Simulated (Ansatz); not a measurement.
A surface is cut from this relaxed crystal of TiSe2:

```cif
data_structure
_symmetry_space_group_name_H-M 'P 1'
_symmetry_Int_Tables_number 1
_cell_length_a 3.4377
_cell_length_b 3.4377
_cell_length_c 5.8057
_cell_angle_alpha 90.000
_cell_angle_beta 90.000
_cell_angle_gamma 120.000
_cell_volume 59.42
loop_
_atom_site_label
_atom_site_type_symbol
_atom_site_fract_x
_atom_site_fract_y
_atom_site_fract_z
_atom_site_occupancy
Ti1 Ti 0.00000 0.00000 0.00000 1
Se1 Se 0.33333 0.66667 0.26500 1
Se2 Se 0.66667 0.33333 0.73500 1
```

Miller indices refer to the conventional cell of P-3m1 (No. 164), a = 3.438 Å, b = 3.438 Å, c = 5.806 Å, α = 90.00°, β = 90.00°, γ = 120.00°.

The (001) slab of 6 planes, 8.9 Å thick with 15 Å of vacuum as cut; outer planes Se (top) and Se (bottom).

Level of theory: Ansatz 0.2.0, DFT LDA, scalar-relativistic, plane waves, PAW. Plane waves to 420 eV, a k mesh through Γ of 12×12×1 on the computed 6-atom cell and Gaussian smearing (0.10 eV); no spin polarisation. A dipole correction removes the field between periodic images along c.

Results for the relaxed slab:

| Item | Value |
| --- | --- |
| Surface energy (mean of both faces) | 0.17 J/m² |
| Work function | 5.58 eV |

Relaxation lowers the energy by 0.001 J/m² a face; the largest move is 0.026 Å.

```tsv
plane (bottom to top)	atoms	spacing to next, bulk (Å)	relaxed (Å)	change (%)
1	Se	1.539	1.547	+0.6
2	Ti	1.539	1.536	-0.2
3	Se	2.729	2.769	+1.5
4	Se	1.539	1.536	-0.2
5	Ti	1.539	1.547	+0.6
6	Se
```